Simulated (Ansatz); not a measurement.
MoSi₂: strain energy, fitted

MoSi₂, I4/mmm, a = 3.190 Å, c = 7.821 Å. Ansatz: PBEsol, PAW, 420 eV, Γ-centred 12×12×6 mesh on 6 atoms, Gaussian smearing 0.10 eV; no spin polarisation. Series: uniaxial strain along a, with b, c and atoms relaxed; x is the strain in per cent. y is the free energy over the unstrained cell, V0 = 13.266 Å³/atom.

| x (%) | y (meV/atom) |
| --- | --- |
| -4.5 | 32.88 |
| -3.0 | 14.38 |
| -1.5 | 3.57 |
| 0.0 | 0.00 |
| 1.5 | 3.32 |
| 3.0 | 13.02 |
| 4.5 | ? |

Task: Fit y = c2 x² + c3 x³ to the other rows, turn c2 into a modulus, and predict the missing energy.

Result: Least squares on the rows shown. y = 1.5192 x² − 0.023538 x³. In eV per unit strain² c2 is 15.19; this is Young's modulus along the axis (E = ½ Y V0 ε²): 2 × 15.19 × 160.2 / (13.266) = 367 GPa. At x = 4.5 the fit asked for gives 28.62 meV/atom. The run gave 28.66 meV/atom, so the fit is 0.04 meV/atom too low, within the rms miss on the fitted rows (0.05 meV/atom).

Cost: 7 runs of about 13 core-minutes in all, on Intel Xeon Platinum 8375C (Ice Lake) (shared hosts).